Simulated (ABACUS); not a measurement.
Set up this calculation in ABACUS 3.10.1, as the native input.

```yaml
Task: band structure
Functional: B86bPBE
Potentials_or_basis: SG15 ONCV 1.2 PBE
Cutoff: 857 eV
Density_cutoff: 3429 eV
Basis: plane waves
Occupations: fermi-dirac, width 0.05 eV
Spin: no spin polarisation
Radial_cutoff_of_the_potentials_pseudo_rcut: 10 bohr
Threshold_of_the_eigensolver: 1e-07 Ry
Density: read from an earlier self-consistent run
Path: G-X-W-K-G-L-U-W-L-K, U-X
Points_for_each_segment_of_the_path: 10
SCF_threshold_on_the_density: 1e-08
Max_SCF_steps: 100
Eigensolver: dav
Mixing: broyden
Mixing_share: 0.7
Symmetry_key: -1
Bands: 17
```

Pb:

```
CELL_PARAMETERS angstrom
-2.47502 0.00000 2.47502
0.00000 2.47502 2.47502
-2.47502 2.47502 0.00000
ATOMIC_POSITIONS crystal
Pb 0.00000 0.00000 0.00000
```

These files were run (other wordings do the same):

INPUT

```
INPUT_PARAMETERS
suffix              Pb
calculation         nscf
basis_type          pw
pseudo_dir          ./
symmetry            -1
dft_functional      GGA_X_B86_MGC+GGA_C_PBE
ecutwfc             63.0
pseudo_rcut         10
nspin               1
nbands              17
ks_solver           dav
smearing_method     fd
smearing_sigma      0.00367493
scf_thr             1e-08
scf_nmax            100
mixing_type         broyden
mixing_beta         0.7
init_chg            file
pw_diag_thr         1e-07
out_band            1
kpar                4
```

STRU

```
ATOMIC_SPECIES
Pb 207.2000 Pb_ONCV_PBE-1.2.upf

LATTICE_CONSTANT
1.8897261246

LATTICE_VECTORS
-2.4750200000 0.0000000000 2.4750200000
0.0000000000 2.4750200000 2.4750200000
-2.4750200000 2.4750200000 0.0000000000

ATOMIC_POSITIONS
Direct

Pb
0.0
1
0.0000000000 0.0000000000 0.0000000000 1 1 1
```

KPT

```
K_POINTS
12
Line
0.00000000 0.00000000 0.00000000 10 // G
0.50000000 0.00000000 0.50000000 10 // X
0.50000000 0.25000000 0.75000000 10 // W
0.37500000 0.37500000 0.75000000 10 // K
0.00000000 0.00000000 0.00000000 10 // G
0.50000000 0.50000000 0.50000000 10 // L
0.62500000 0.25000000 0.62500000 10 // U
0.50000000 0.25000000 0.75000000 10 // W
0.50000000 0.50000000 0.50000000 10 // L
0.37500000 0.37500000 0.75000000 1 // K
0.62500000 0.25000000 0.62500000 10 // U
0.50000000 0.00000000 0.50000000 1 // X
```

Potentials or basis: SG15 ONCV 1.2 PBE, plane waves.

Launch:

```console
$ OMP_NUM_THREADS=1 mpirun -np 4 abacus > log
```

Run time: 9.2 s on 4 MPI ranks on Intel(R) Xeon(R) Platinum 8259CL CPU @ 2.50GHz (Skylake/Cascade Lake), with other jobs on the host, peak memory 0.36 GiB a rank.
